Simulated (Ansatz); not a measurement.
# Stack of 1T-SnS2 under 1T-ZrSSe, upper layer turned by 180° in a perpendicular field

Wanted: the out-of-plane response of the stack of 1T-SnS2 under 1T-ZrSSe, upper layer turned by 180°. A positive field points along +c.

Program: Ansatz 0.2.0. Level of theory: plane-wave DFT, PBE-D3(BJ), Ansatz PAW. Results are calculated unless marked as measured.

### Step 1. Set-up

The cell holds 6 atoms: 3 S, 1 Sn, 1 Se and 1 Zr. Cell: a = 3.720 Å, b = 3.720 Å, c = 47.367 Å, α = 90.0°, β = 90.0°, γ = 120.0°. Regions: layer 1: 1T-SnS2, 3 atoms (2 S and 1 Sn); layer 2: 1T-ZrSSe, 3 atoms (1 Se, 1 Zr and 1 S). Vacuum lies along c.

### Step 2. Relaxing the slab

The starting cell is a guess, so the in-plane lattice and the atoms are relaxed first, with the slab cut off from its images along the normal.

The input, input.yaml:

```yaml
crystal:
  lattice:
    - [3.72, 0.0, 0.0]
    - [-1.86, 3.2216145021, 0.0]
    - [0.0, 0.0, 47.3674246218]
  atoms:
    - { symbol: S, position: [0.6666666667, 0.3333333333, 0.4137864821] }
    - { symbol: Sn, position: [0.0, 0.0, 0.4329469796] }
    - { symbol: S, position: [0.3333333333, 0.6666666667, 0.4521074771] }
    - { symbol: Se, position: [0.6666666667, 0.3333333333, 0.5164977205] }
    - { symbol: Zr, position: [0.3333333333, 0.6666666667, 0.5539639905] }
    - { symbol: S, position: [0.0, 0.0, 0.5862135179] }
  periodic: [true, true, false]
kpoints:
  mp_grid: { grid: [12, 12, 1] }
hamiltonian:
  xc: pbe
  dispersion: d3bj
scf:
  occupations: { method: fermi_dirac, width: 0.05 }
  convergence: { dr2_threshold: 1.0e-09 }
relax:
  f_tol: 0.004
  max_steps: 90
  cell: {}
output:
  write_potential: true
  write_density: true
  volumetric_format: npy
```

The run is started by

```
$ ansatz run input.yaml --threads 2 --pin off --max-ram 3072MiB --backend cpu --events-out ev --progress --plain --runs-dir out
```

Numbers of over 12 decimals in the logs are rounded to 6 here.

What it wrote:

```text
Warning: relax.cell: scf.convergence.dr2_threshold = 1e-9 eV is looser than the 1.81787709042e-10 eV advised for a relaxation that steers and ends on the stress (1e-10 eV for each atom of the cell: 6, times the square of relax.cell.stress_2d_tol = 0.05 N/m over 18.2 Å (the atoms' height at the walk's start and 5 Å past either face), 2.752e-2 GPa, over a crystal's default 0.05). What an SCF threshold leaves in a stress goes as its square root, and in the free energy as the threshold itself, and one threshold admits the most on a small cell: [figures from the program's tests cut] Set scf.convergence.dr2_threshold to 1.81787709042e-10 eV or tighter. [rest of the remark cut]
Engine: ansatz 0.2.0, x86_64-unknown-linux-gnu
Pseudopotentials: kind: paw
Pseudopotential: S, paw, valence charge 6, recommended cutoff 420 eV (normal), S.paw.azcp
Pseudopotential: Sn, paw, valence charge 14, recommended cutoff 420 eV (normal), Sn.paw.azcp
Pseudopotential: Se, paw, valence charge 16, recommended cutoff 420 eV (normal), Se.paw.azcp
Pseudopotential: Zr, paw, valence charge 12, recommended cutoff 420 eV (normal), Zr.paw.azcp
Functional definition: PBE
  parameter kappa = 0.804
  parameter beta = 0.066725
  exchange = pbe_x(kappa = kappa, mu = beta*pi^2/3)
  correlation = pbe_c(beta = beta)
Crystal: 6 atoms, lattice volume = 567.670 Å³
Basis set: ecut = 420 eV, 11115 PW (Γ), exchange–correlation on 50×50×640 points (8 copies of the dense FFT grid, shifted against one another)
Bands: 36, of which v1, the nominal top of the filled ones, is band 30 counted from 1 (29 counted from 0)
Symmetry: 6 space group operations
Space group: P3m1 (ITA 156), of the structure as read, at distance tolerance 8.3e-5 Å
k-points: 19 of 144 (time reversal used)
Non-local potential: S, projectors of the file, l = 0: 2, l = 1: 2, l = 2: 2
Non-local potential: Sn, projectors of the file, l = 0: 2, l = 1: 2, l = 2: 2, l = 3: 2
Non-local potential: Se, projectors of the file, l = 0: 2, l = 1: 2, l = 2: 3, l = 3: 1
Non-local potential: Zr, projectors of the file, l = 0: 3, l = 1: 2, l = 2: 2, l = 3: 2
PAW form: soft (Blöchl's): semilocal exchange-correlation on the pseudo side does not see the compensation charge
PAW one-centre angular grid: S, 110 points (default); XC on 64 Gauss nodes
PAW one-centre angular grid: Sn, 590 points (default); XC on 64 Gauss nodes
PAW one-centre angular grid: Se, 590 points (default); XC on 64 Gauss nodes
PAW one-centre angular grid: Zr, 590 points (default); XC on 64 Gauss nodes
Initial density: superposition of atomic densities (neutral atoms: chi_scale 0, normalization atom), corrected by the library's trained network
Initial wavefunctions: pseudopotential atomic-orbital guess
Functional: x = pbe(κ = 0.804, μ = 0.219515), c = pbe(β = 0.066725)
SCF iter   1: F=—  HF=-18387.053707 eV  |F-HF|=—  |Δ(HF+E_count)|=         —  Δρ=1.81e-3  dr2=7.82e-2  ethr=1.77e-3  ⟨swp⟩=19.1  Hψ=5188  notcnv=0
preconditioner: auto → LDOS  [insulator: Δε(μ)=0.336 eV  Ē_g=8.368 eV  σ=0.050 eV  W_gap=0.93  n_scr=28 (ndim 8)  ℏωp=8.8 eV  f_vac=0.749  D(μ)=0.06/eV (n_scr^D=2)  ε∞_Penn≈2.1  β→1.0]
SCF iter   2: F=—  HF=-18387.115525 eV  |F-HF|=—  |Δ(HF+E_count)|=   6.18e-2  Δρ=3.80e-3  dr2=1.79e0  ethr=1.30e-4  ⟨swp⟩=4.3  Hψ=1768  notcnv=0  defer=17
SCF iter   3: F=—  HF=-18387.040637 eV  |F-HF|=—  |Δ(HF+E_count)|=   7.49e-2  Δρ=7.86e-4  dr2=2.51e-2  ethr=1.30e-4  ⟨swp⟩=3.9  Hψ=1303  notcnv=0  defer=14
SCF iter   4: F=—  HF=-18387.039181 eV  |F-HF|=—  |Δ(HF+E_count)|=   1.46e-3  Δρ=2.75e-4  dr2=1.20e-2  ethr=4.18e-5  ⟨swp⟩=2.5  Hψ=1098  notcnv=0  defer=14
SCF iter   5: F=—  HF=-18387.038186 eV  |F-HF|=—  |Δ(HF+E_count)|=   9.95e-4  Δρ=2.51e-4  dr2=7.28e-3  ethr=1.99e-5  ⟨swp⟩=2.6  Hψ=869  notcnv=0  defer=14
SCF iter   6: F=—  HF=-18387.037391 eV  |F-HF|=—  |Δ(HF+E_count)|=   7.94e-4  Δρ=1.17e-4  dr2=2.39e-3  ethr=1.21e-5  ⟨swp⟩=2.3  Hψ=791  notcnv=0  defer=14
SCF iter   7: F=—  HF=-18387.037027 eV  |F-HF|=—  |Δ(HF+E_count)|=   3.64e-4  Δρ=4.56e-5  dr2=7.93e-5  ethr=3.99e-6  ⟨swp⟩=2.8  Hψ=987  notcnv=0  defer=14
SCF iter   8: F=—  HF=-18387.037007 eV  |F-HF|=—  |Δ(HF+E_count)|=   1.95e-5  Δρ=3.87e-5  dr2=2.08e-4  ethr=1.32e-7  ⟨swp⟩=3.4  Hψ=1392  notcnv=0  defer=15
SCF iter   9: F=—  HF=-18387.036983 eV  |F-HF|=—  |Δ(HF+E_count)|=   2.39e-5  Δρ=2.04e-5  dr2=2.89e-5  ethr=1.32e-7  ⟨swp⟩=2.6  Hψ=946  notcnv=0  defer=16
SCF iter  10: F=—  HF=-18387.036981 eV  |F-HF|=—  |Δ(HF+E_count)|=   2.59e-6  Δρ=5.18e-6  dr2=3.66e-7  ethr=4.81e-8  ⟨swp⟩=2.8  Hψ=1095  notcnv=0  defer=17
SCF iter  11: F=—  HF=-18387.037041 eV  |F-HF|=—  |Δ(HF+E_count)|=   6.07e-5  Δρ=1.43e-6  dr2=4.86e-8  ethr=6.09e-10  ⟨swp⟩=3.6  Hψ=1401  notcnv=0  defer=17
SCF iter  12: F=—  HF=-18387.037041 eV  |F-HF|=—  |Δ(HF+E_count)|=  8.33e-10  Δρ=5.23e-7  dr2=3.11e-9  ethr=8.11e-11  ⟨swp⟩=3.1  Hψ=1202  notcnv=0  defer=17
SCF iter  13: F=-18387.037041 eV  HF=-18387.037041 eV  |F-HF|=4.27e-9  |Δ(HF+E_count)|=   8.15e-9  Δρ=1.93e-7  dr2=7.42e-10  ethr=1.67e-12  ⟨swp⟩=12.9  Hψ=5762  notcnv=0
SCF 1 converged in 13 iterations: F = -18387.037041 eV  dr2 = 7.42e-10
  greatest PAW one-centre occupation: 1.000 electrons in one spin orbital (limit 2), on the Se atom at site 3 (counted from 0), in its partial waves of l = 2
relax step   1: F+E_penalty+E_count = -18387.03704141 eV  Δ(F+E_penalty+E_count) = +0.000e0 eV  max|allowed force component| = 5.825e0 eV/Å  Δτ_max = 0.0000 Å  P = +19.695 N/m  Ω = 567.670 Å³  fix = [c, alpha, beta]  reactions: c +0.000 N/m  (13 SCF iters, accepted)
Crystal: 6 atoms, lattice volume = 575.663 Å³
Basis set: ecut = 420 eV, 11343 PW (Γ), exchange–correlation on 50×50×640 points (8 copies of the dense FFT grid, shifted against one another)
Initial density: handed on by an earlier stage of this run
Initial wavefunctions: those handed on with the density
iter 1 solved again at ethr=3.09e-4 eV; its pass at ethr=3.10e-3 eV (dr2=1.86e-1 eV) is discarded
SCF iter   1: F=—  HF=-18389.232360 eV  |F-HF|=—  |Δ(HF+E_count)|=         —  Δρ=4.37e-3  dr2=1.81e-1  ethr=3.09e-4  ⟨swp⟩=2.4  Hψ=5221  notcnv=0  defer=1
preconditioner: auto → Resta (q_TF=auto, 1.872 Å⁻¹)  ε∞=2.2  [insulator: Δε(μ)=0.512 eV  Ē_g=8.049 eV  σ=0.050 eV  W_gap=0.99  n_scr=28 (ndim 8)  ℏωp=8.8 eV  f_vac=0.749  D(μ)=0.01/eV (n_scr^D=0)  ε∞_Penn≈2.2  vacuum switching on, ρ_ref=4.7e-3 e/Å³]
SCF iter   2: F=—  HF=-18389.193859 eV  |F-HF|=—  |Δ(HF+E_count)|=   3.85e-2  Δρ=2.05e-3  dr2=2.15e-2  ethr=3.02e-4  ⟨swp⟩=3.9  Hψ=1371  notcnv=0  defer=4
[...]
SCF iter   8: F=—  HF=-18390.229666 eV  |F-HF|=—  |Δ(HF+E_count)|=   6.26e-5  Δρ=8.73e-6  dr2=3.14e-6  ethr=3.24e-9  ⟨swp⟩=4.0  Hψ=1520  notcnv=0  defer=11
SCF iter   9: F=—  HF=-18390.229666 eV  |F-HF|=—  |Δ(HF+E_count)|=   3.38e-7  Δρ=1.86e-6  dr2=3.40e-8  ethr=3.24e-9  ⟨swp⟩=2.5  Hψ=869  notcnv=0  defer=11
SCF iter  10: F=—  HF=-18390.229666 eV  |F-HF|=—  |Δ(HF+E_count)|=   1.52e-8  Δρ=8.53e-7  dr2=4.83e-9  ethr=5.66e-11  ⟨swp⟩=3.2  Hψ=1483  notcnv=0  defer=11
SCF iter  11: F=-18390.229666 eV  HF=-18390.229666 eV  |F-HF|=2.62e-10  |Δ(HF+E_count)|=   3.39e-9  Δρ=1.98e-7  dr2=3.87e-10  ethr=1.67e-12  ⟨swp⟩=13.2  Hψ=5750  notcnv=0
SCF 3 converged in 11 iterations: F = -18390.229666 eV  dr2 = 3.87e-10
relax step   3: F+E_penalty+E_count = -18390.22966558 eV  Δ(F+E_penalty+E_count) = -1.038e0 eV  max|allowed force component| = 1.656e0 eV/Å  Δτ_max = 0.1947 Å  P = +0.686 N/m  Ω = 572.759 Å³  energy of the carried Pulay correction = -4.091e-4 eV  fix = [c, alpha, beta]  reactions: c +0.000 N/m  (11 SCF iters, accepted)
[...]
relax step   4: F+E_penalty+E_count = -18390.51928578 eV  Δ(F+E_penalty+E_count) = -2.896e-1 eV  max|allowed force component| = 1.257e-1 eV/Å  Δτ_max = 0.1944 Å  P = -0.168 N/m  Ω = 560.638 Å³  energy of the carried Pulay correction = +5.715e-4 eV  fix = [c, alpha, beta]  reactions: c -0.000 N/m  (12 SCF iters, accepted)
[...]
relax step   5: F+E_penalty+E_count = -18390.54003910 eV  Δ(F+E_penalty+E_count) = -2.075e-2 eV  max|allowed force component| = 1.089e-1 eV/Å  Δτ_max = 0.1912 Å  P = -0.388 N/m  Ω = 559.375 Å³  energy of the carried Pulay correction = +6.750e-4 eV  fix = [c, alpha, beta]  reactions: c -0.000 N/m  (14 SCF iters, accepted)
[...]
relax step   6: F+E_penalty+E_count = -18390.54293349 eV  Δ(F+E_penalty+E_count) = -2.894e-3 eV  max|allowed force component| = 5.279e-2 eV/Å  Δτ_max = 0.0344 Å  P = -0.176 N/m  Ω = 555.984 Å³  energy of the carried Pulay correction = +9.537e-4 eV  fix = [c, alpha, beta]  reactions: c -0.000 N/m  (10 SCF iters, accepted)
[...]
relax step   7: F+E_penalty+E_count = -18390.54334856 eV  Δ(F+E_penalty+E_count) = -4.151e-4 eV  max|allowed force component| = 1.623e-2 eV/Å  Δτ_max = 0.0150 Å  P = -0.080 N/m  Ω = 556.254 Å³  energy of the carried Pulay correction = +9.314e-4 eV  fix = [c, alpha, beta]  reactions: c -0.000 N/m  (10 SCF iters, accepted)
[...]
relax step   8: F+E_penalty+E_count = -18390.54339849 eV  Δ(F+E_penalty+E_count) = -4.993e-5 eV  max|allowed force component| = 7.734e-4 eV/Å  Δτ_max = 0.0027 Å  P = -0.010 N/m  Ω = 556.050 Å³  energy of the carried Pulay correction = +9.483e-4 eV  fix = [c, alpha, beta]  reactions: c -0.000 N/m  (8 SCF iters, accepted)
Initial wavefunctions: pseudopotential atomic-orbital guess (no wavefunctions were taken with the density)
iter 1 solved again at ethr=9.98e-8 eV; its pass at ethr=3.10e-3 eV (dr2=5.99e-5 eV) is discarded
SCF iter   1: F=—  HF=-18390.542839 eV  |F-HF|=—  |Δ(HF+E_count)|=         —  Δρ=9.61e-6  dr2=6.71e-8  ethr=9.98e-8  ⟨swp⟩=6.3  Hψ=7825  notcnv=0
preconditioner: auto → Resta (q_TF=auto, 1.882 Å⁻¹)  ε∞=2.2  [insulator: Δε(μ)=0.501 eV  Ē_g=8.073 eV  σ=0.050 eV  W_gap=0.99  n_scr=28 (ndim 8)  ℏωp=8.9 eV  f_vac=0.735  D(μ)=0.01/eV (n_scr^D=0)  ε∞_Penn≈2.2  vacuum switching on, ρ_ref=4.7e-3 e/Å³]
SCF iter   2: F=—  HF=-18390.542908 eV  |F-HF|=—  |Δ(HF+E_count)|=   6.91e-5  Δρ=4.79e-6  dr2=1.97e-8  ethr=1.12e-10  ⟨swp⟩=4.8  Hψ=2137  notcnv=0
SCF iter   3: F=—  HF=-18390.542908 eV  |F-HF|=—  |Δ(HF+E_count)|=   5.71e-8  Δρ=1.35e-6  dr2=2.89e-8  ethr=3.29e-11  ⟨swp⟩=2.7  Hψ=1349  notcnv=0
SCF iter   4: F=—  HF=-18390.542908 eV  |F-HF|=—  |Δ(HF+E_count)|=  2.18e-11  Δρ=7.05e-7  dr2=9.59e-9  ethr=3.29e-11  ⟨swp⟩=2.6  Hψ=1044  notcnv=0
SCF iter   5: F=-18390.542908 eV  HF=-18390.542908 eV  |F-HF|=6.33e-10  |Δ(HF+E_count)|=  6.55e-11  Δρ=2.74e-7  dr2=6.61e-10  ethr=1.67e-12  ⟨swp⟩=14.2  Hψ=6011  notcnv=0
SCF 9 converged in 5 iterations: F = -18390.542908 eV  dr2 = 6.61e-10
relax step   9: F+E_penalty+E_count = -18390.54290837 eV  Δ(F+E_penalty+E_count) = +4.901e-4 eV  max|allowed force component| = 8.947e-4 eV/Å  Δτ_max = 0.0000 Å  P = -0.040 N/m  Ω = 556.050 Å³  fix = [c, alpha, beta]  reactions: c -0.000 N/m  stress off target by 4.02e-2 N/m on what of the cell is left free  SCF on the basis re-selected at this cell (its energy is not comparable with the rows above)  (5 SCF iters)
basis re-selected at this cell: Δ(F+E_penalty+E_count) = +4.901e-4 eV, ΔP = -0.030 N/m vs the last step (what re-selecting the basis moved, of the pressure what is left beyond the Pulay correction that the steps carried, after the strain that the cell walked since its last selection, with what the two solves' SCF thresholds leave and, on support functions, any second-order correction that the steps lacked; it is no m [...]
SCF converged after 5 iterations
Free energy (F): -18390.542908 eV
Harris-Foulkes:  -18390.542908 eV  (|F-HF|=6.33e-10)
Internal energy: -18390.542730 eV  (E = F + TS)
E sigma→0 (E₀):  -18390.542819 eV
Entropy (-TS):   -0.000178 eV (-0.030 meV/atom)
Fermi energy:    -5.596074 eV
--- Per-component energies (eV) ---
  E_band       = -1463.266844
  E_kinetic    = 959.121408
  E_local      = -237414.675692  (includes V_loc(G=0)·N_el)
  E_nonlocal   = -462.715073
  E_hartree    = 118170.590587
  E_xc         = -938.728749
  E_vxc        = -646.515699  (∫ρ·V_xc dr)
  E_paw        = -10807.763593  (= ΣΔE_a)
  E_vpaw       = -239.664901  (= ΣTr[D̂ρ^β])
  E_aug_tail   = -0.000557  (compensation charges beyond the density's cutoff)
  E_ewald      = 112105.400904
  E_disp       = -1.771966  (pairwise vdW)
  E_smearing   = -0.000178  (= −TS)
  E_closure    = -0.000000  (closes the sum)
  Σ components = -18390.542908   (vs F -18390.542908, Δ=0.00e0)
--- Forces (eV/Å), atoms counted from 1 ---
  atom   1  S      0.00000000    -0.00000000    -0.00058749
  atom   2  Sn     0.00000000     0.00000000     0.00029263
  atom   3  S      0.00000000     0.00000000     0.00089520
  atom   4  Se     0.00000000    -0.00000000     0.00059524
  atom   5  Zr     0.00000000     0.00000000    -0.00051038
  atom   6  S      0.00000000     0.00000000    -0.00068221
  max |Σ_I F_I| component: 2.98e-6 eV/Å
--- 2D stress c σ (N/m, compression-positive) ---
       -0.040215       0.000000      -0.000000
        0.000000      -0.040215      -0.000000
       -0.000000      -0.000000      -0.000000
  P = ½ c Tr σ = -0.0402 N/m
--- Band table (eV; the first three rows and the last of 19) ---
  k-point 0: bands = [... 26 lower, -6.8637, -6.6869, -5.8266, -5.8266, -4.5736, -4.5736, -4.2972, -3.7687, ... 2 higher]
  k-point 1: bands = [... 26 lower, -6.7939, -6.5491, -6.3683, -6.0674, -4.5041, -4.2947, -4.0500, -3.6147, ... 2 higher]
  k-point 2: bands = [... 26 lower, -7.2387, -6.7812, -6.4506, -6.4199, -4.6135, -3.8529, -3.8100, -3.3641, ... 2 higher]
  k-point 18: bands = [... 26 lower, -8.0751, -8.0206, -7.2348, -7.1972, -4.1397, -3.7622, -3.3529, -3.0697, ... 2 higher]
  the weakly bound empty levels are not read free of the cell's end (no_gap_told)
--- Relaxed structure (8 steps of the walk, 8 accepted, 1 SCFs on fresh bases) ---
  F+E_penalty+E_count = -18390.54290837 eV   max|allowed force component| = 8.947e-4 eV/Å   (the final SCF, on the basis selected at the relaxed cell)
  cell:  # Å, volume = 556.0499 Å³
    - [3.681728, 0, 0]
    - [-1.840864, 3.188470, 0]
    - [0, 0, 47.3674246218]
  atoms:
    - { symbol: S, position: [0.666667, 0.333333, 0.397923] }
    - { symbol: Sn, position: [-3.613168278707483e-18, 0, 0.429113] }
    - { symbol: S, position: [0.333333, 0.666667, 0.460280] }
    - { symbol: Se, position: [0.666667, 0.333333, 0.522874] }
    - { symbol: Zr, position: [0.333333, 0.666667, 0.557778] }
    - { symbol: S, position: [1.2577814713106172e-18, 0, 0.587548] }
```

Run time: 8.6 min. Hardware: 2 threads of Intel Xeon at 2.50GHz (Skylake/Cascade Lake), shared host; peak memory 0.93 GiB.

The steps of the relaxation:

| step | energy less that of the first step (eV) | largest force component (eV/Å) | volume (Å³) |
| --- | --- | --- | --- |
| 1 | 0.0000 | 5.8250 | 567.67 |
| 2 | -2.1543 | 3.5851 | 575.66 |
| 3 | -3.1926 | 1.6564 | 572.76 |
| 4 | -3.4822 | 0.1257 | 560.64 |
| 5 | -3.5030 | 0.1089 | 559.37 |
| 6 | -3.5059 | 0.0528 | 555.98 |
| 7 | -3.5063 | 0.0162 | 556.25 |
| 8 | -3.5064 | 0.0008 | 556.05 |
| 9* | -3.5059 | 0.0009 | 556.05 |

Relaxation steps marked * repeat the geometry before them on a plane-wave basis chosen anew for their cell, so energy and pressure can jump there.

The run keeps the 6 symmetry operations that it works with, so distortions that break them were not tested.

| cell as run | before | after | change |
| --- | --- | --- | --- |
| a (Å) | 3.720 | 3.682 | -1.0 % |
| b (Å) | 3.720 | 3.682 | -1.0 % |

The atoms that moved most (Å, along periodic axes as changes of fractional coordinates times the final cell, across vacuum about the mean position):

| atom | dx | dy | dz | length |
| --- | --- | --- | --- | --- |
| S1 | 0.000 | 0.000 | -0.751 | 0.751 |
| S3 | 0.000 | 0.000 | 0.387 | 0.387 |
| Se4 | 0.000 | 0.000 | 0.302 | 0.302 |
| Sn2 | 0.000 | 0.000 | -0.182 | 0.182 |
| Zr5 | 0.000 | 0.000 | 0.181 | 0.181 |
| S6 | 0.000 | 0.000 | 0.063 | 0.063 |

The relaxed structure:

```xyz
6
Lattice="3.6817 0.0000 0.0000 -1.8409 3.1885 0.0000 0.0000 0.0000 47.3674" Properties=species:S:1:pos:R:3
S     1.8409    1.0628   18.8486
Sn    0.0000    0.0000   20.3260
S     0.0000    2.1256   21.8023
Se    1.8409    1.0628   24.7672
Zr    0.0000    2.1256   26.4205
S     0.0000    0.0000   27.8306
```

This step gave:

| Item | Value |
| --- | --- |
| energy at zero smearing | -18390.5428 eV |

The lattice constant a goes from 3.720 to 3.682 Å.

(Continued in part 2 of 2.)

[Logs are printed without paths, hosts, clocks, repeated set-up lines and the standing remarks that a program may print on its own settings, such as how far it seeks lower states.]

[Hosts, paths, dates, database ids (printed as entryN), source tags and the programs' standing remarks are cut or masked in the printed files.]

[Maps of the electrostatic potential energy from Ansatz leave out the sawtooth potential of an applied field or a dipole correction, so their vacuum need not be flat; planar profiles and work functions include it.]
